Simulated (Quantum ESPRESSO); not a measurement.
Crystal: MgS (Niningerite).

```
S Mg
1.0
     0.00000    2.60165    2.60165
     2.60165    0.00000    2.60165
     2.60165    2.60165    0.00000
S Mg
1 1
Direct
  0.50000 0.50000 0.50000
  0.00000 0.00000 0.00000
```

| Quantity | Value |
| --- | --- |
| Program | Quantum ESPRESSO 7.5 |
| Task | phonon dispersion |
| Functional | LDA |
| Potentials or basis | PseudoDojo 0.4.1 SR LDA standard |
| Cutoff | 1143 eV |
| Density cutoff | 4572 eV |
| k mesh | 4 × 4 × 4, shifted |
| Occupations | fermi-dirac, width 0.05 eV |
| Spin | no spin polarisation |
| Form of the LDA correlation | PW92 |
| Mixing beta | 0.5 |
| Most SCF iterations | 120 |
| SCF threshold | 4e-10 Ry |
| q mesh | 2 × 2 × 2 |

The cell and the atoms were relaxed first, to 16.89 Å³/atom (a = 3.629 Å, b = 3.629 Å, c = 3.629 Å, α = 60.00°, β = 60.00°, γ = 60.00°), and the response was taken there.

The first run showed a gap, so the response started from a second, tighter run with fixed occupations.

Question: What are the zero-point energy, and the vibrational entropy and heat capacity at 298.15 K?

Answer: Zero-point energy 42.7 meV/atom; entropy 3.02 k_B/atom (25.1 J/(K·mol of atoms)); Cv 2.69 k_B/atom, 90 % of the classical limit. These are harmonic values without the electrons' part.

Phonon frequencies at the corners of the path (cm⁻¹, interpolated; i marks imaginary ones):
```
point              frequencies
    Γ        0 0 0 251 251 403
    X  125 125 185 278 278 314
    W  167 167 228 231 301 301
    K  136 180 214 258 290 308
    L  185 185 210 210 299 368
    U  136 180 214 258 290 308
```

Harmonic thermodynamics per atom at this volume (zero-point energy 42.7 meV, Debye temperature from the second moment 446 K):
| T (K) | free energy (meV) | entropy (k_B) | heat capacity Cv (k_B) |
| --- | --- | --- | --- |
| 50 | 42.6 | 0.11 | 0.36 |
| 100 | 41.0 | 0.68 | 1.37 |
| 200 | 29.3 | 2.00 | 2.38 |
| 298.15 | 7.8 | 3.02 | 2.69 |
| 500 | -58.3 | 4.47 | 2.88 |
| 800 | -193.0 | 5.85 | 2.95 |

Phonon states per cell in windows of 20 cm⁻¹ (negative: imaginary):
| from (cm⁻¹) | total | S | Mg |
| --- | --- | --- | --- |
| 0 | 0.00 | 0.00 | 0.00 |
| 20 | 0.00 | 0.00 | 0.00 |
| 40 | 0.01 | 0.00 | 0.00 |
| 60 | 0.03 | 0.02 | 0.01 |
| 80 | 0.06 | 0.04 | 0.02 |
| 100 | 0.13 | 0.08 | 0.05 |
| 120 | 0.37 | 0.20 | 0.17 |
| 140 | 0.65 | 0.33 | 0.32 |
| 160 | 0.63 | 0.32 | 0.32 |
| 180 | 0.30 | 0.15 | 0.15 |
| 200 | 0.62 | 0.32 | 0.30 |
| 220 | 0.31 | 0.16 | 0.16 |
| 240 | 0.53 | 0.27 | 0.26 |
| 260 | 0.70 | 0.39 | 0.31 |
| 280 | 0.66 | 0.39 | 0.27 |
| 300 | 0.39 | 0.18 | 0.22 |
| 320 | 0.21 | 0.05 | 0.16 |
| 340 | 0.18 | 0.04 | 0.14 |
| 360 | 0.14 | 0.04 | 0.10 |
| 380 | 0.06 | 0.02 | 0.04 |
| 400 | 0.00 | 0.00 | 0.00 |

A q mesh this small can miss soft modes between its points.

Caveat: the q mesh is small, so phonon branches between its points and thermal values are rough.
